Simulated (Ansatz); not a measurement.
Predict the output of the script below (Ansatz's Python interface).

`rpa_csbr.py`
```python
# -*- coding: utf-8 -*-
"""RPA total energy of CsBr with a cutoff ladder."""

import ansatz as az

XC = "pbe"
FILLING = "fixed"
KGRID = (2, 2, 2)

csbr = (
    az.Lattice.of((4.286, 0.0, 0.0), (0.0, 4.286, 0.0), (0.0, 0.0, 4.286))
    .atom("Cs", (0.0, 0.0, 0.0))
    .atom("Br", (0.5, 0.5, 0.5))
)

job = (
    csbr.calculation()
    .functional(XC)
    .occupations(FILLING)
    .kpoints(*KGRID)
    .pseudopotentials("nc")
    .rpa_energy(empty_bands=80, screening_cutoffs=[70, 95, 120], long_wavelength="optical_limit")
)
kept = {}
job.session().plan().execute(on_event=lambda event: kept.update({event["event"]: event["data"]}))
rpa = kept["rpa_energy"]
for rung in rpa["rungs"]:
    print(f"response cutoff {rung['ecut_chi_ev']:6.1f} eV: {rung['mean_plane_waves']:7.1f} plane waves, E_c = {rung['e_c_ev']:.4f} eV")
print(f"extrapolated E_c = {rpa['e_c_ev']:.3f} +- {rpa['e_c_stderr_ev']:.3f} eV")
print(f"exact exchange {rpa['e_x_ev']:.3f} eV against the semilocal valence xc {rpa['e_xc_valence_only_ev']:.3f} eV")
```

```console
$ python rpa_csbr.py
DeckWarning: basis.ecutwfc = 680.284656 eV, auto-derived from the records' recommended cutoffs: set by Cs (normal level)
response cutoff   70.0 eV:   105.9 plane waves, E_c = -15.8215 eV
response cutoff   95.0 eV:   169.6 plane waves, E_c = -17.8808 eV
response cutoff  120.0 eV:   232.9 plane waves, E_c = -19.0317 eV
extrapolated E_c = -21.610 +- 0.225 eV
exact exchange -145.783 eV against the semilocal valence xc -159.749 eV
```
(Warnings from the package without file and line.)

Notes:
- Absolute energies stand on the zero of these potentials, so only differences at equal settings mean something. A total without «per atom» is that of the cell as typed.
- The k-point mesh is coarse, and energy and stress weren't tested for convergence.
- Of the deposited cell: the entry's cell lengths or inner coordinates differ somewhat from later room-temperature determinations.
- The starting cell is as deposited in a crystallographic database; the results hold for this polymorph, which needn't be the stable one.
- Mesh, empty bands and response cutoffs are small; the figures show the procedure and aren't converged, and a quoted error is that of the fit alone.
- Timing: 8 s on 1 thread of Intel(R) Xeon(R) Platinum 8259CL CPU @ 2.50GHz (Skylake/Cascade Lake), on a shared host, peak memory 0.46 GiB.
